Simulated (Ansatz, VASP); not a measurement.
## SnO2 in VASP and in Ansatz

The input INCAR:

```
SYSTEM = SnO2
ALGO     = Normal         ! electronic algorithm
EDIFF    = 1E-6           ! SCF threshold, eV
ENCUT    = 520            ! plane-wave cutoff, eV
GGA      = PE             ! functional
ISIF     = 2              ! what is computed and relaxed
ISMEAR   = 0              ! smearing method
LASPH    = .True.         ! aspherical terms in the spheres
LCHARG   = .False.        ! write CHGCAR
LREAL    = .False.        ! projectors in reciprocal space
LWAVE    = .False.        ! write WAVECAR
NBANDS   = 64             ! bands
NELM     = 60             ! most SCF steps
PREC     = Accurate       ! precision mode
SIGMA    = 0.05           ! smearing width, eV
```

The input KPOINTS:

```
k-points
0
Gamma
  6 8 3
  0 0 0
```

Contents of POSCAR:

```
SnO2
1.0
    0.0000000000     -4.8277049970      0.0000000000
    0.0000000000      0.0000000000     -3.2379909379
    9.6554099939      0.0000000000      0.0000000000
Sn O
4 8
Direct
    1.0000000000      0.0000000000      0.0000000000
    1.0000000000      0.0000000000      0.5000000000
    0.5000000000      0.5000000000      0.2500000000
    0.5000000000      0.5000000000      0.7500000000
    0.6933949136      0.0000000000      0.1533025432
    0.6933949136      0.0000000000      0.6533025432
    0.1933949136      0.5000000000      0.0966974568
    0.1933949136      0.5000000000      0.5966974568
    0.3066050864      0.0000000000      0.3466974568
    0.3066050864      0.0000000000      0.8466974568
    0.8066050864      0.5000000000      0.4033025432
    0.8066050864      0.5000000000      0.9033025432
```

Input for Ansatz:

```yaml
crystal:
  lattice:
    - [0.0, -4.827704997, 0.0]
    - [0.0, 0.0, -3.2379909379]
    - [9.6554099939, 0.0, 0.0]
  atoms:
    - { symbol: Sn, position: [1.0, 0.0, 0.0] }
    - { symbol: Sn, position: [1.0, 0.0, 0.5] }
    - { symbol: Sn, position: [0.5, 0.5, 0.25] }
    - { symbol: Sn, position: [0.5, 0.5, 0.75] }
    - { symbol: O, position: [0.6933949136, 0.0, 0.1533025432] }
    - { symbol: O, position: [0.6933949136, 0.0, 0.6533025432] }
    - { symbol: O, position: [0.1933949136, 0.5, 0.0966974568] }
    - { symbol: O, position: [0.1933949136, 0.5, 0.5966974568] }
    - { symbol: O, position: [0.3066050864, 0.0, 0.3466974568] }
    - { symbol: O, position: [0.3066050864, 0.0, 0.8466974568] }
    - { symbol: O, position: [0.8066050864, 0.5, 0.4033025432] }
    - { symbol: O, position: [0.8066050864, 0.5, 0.9033025432] }
basis:
  ecutwfc: 420
kpoints:
  mp_grid: { grid: [6, 8, 3] }
hamiltonian:
  xc: pbe
scf:
  occupations: { method: gaussian, width: 0.05 }
output:
  forces: true
  stress: true
  eigenvalues: true
  write_density: true
  write_potential: true
  elf: true
  volumetric_format: npy
```

Alike in both runs: task single point; functional PBE; k mesh 6 × 8 × 3; occupations gaussian, width 0.05 eV; no spin polarisation.

```csv
,VASP,Ansatz
version,VASP 6.6.1,Ansatz 0.2.0
potentials or method,"VASP PAW PBE potentials, release 64 (Sn_d, O)","scalar-relativistic, plane waves, PAW"
plane-wave cutoff (eV),520,420
valence electrons in the cell,104,104
```

|  | VASP | Ansatz | Ansatz less VASP |
| --- | --- | --- | --- |
| gap on the k mesh at the Fermi level (eV) | 0.67 | 0.68 | +0.012 |
| least direct gap on the mesh (eV) | 0.67 | 0.68 | +0.012 |
| pressure (GPa) | 0.6 | 0.0 | -0.60 |
| largest component of the traceless stress (GPa) | 0.21 | 0.01 | -0.199 |
| rms of the force components (eV/Å) | 0.010 | 0.002 | -0.0079 |

Atom by atom the forces differ by 0.008 eV/Å (rms over components). The functional is the same, so the differences come from potentials, cutoffs and numerics.

Caveats: spin-orbit coupling is left out, which moves the levels of the heavy elements.
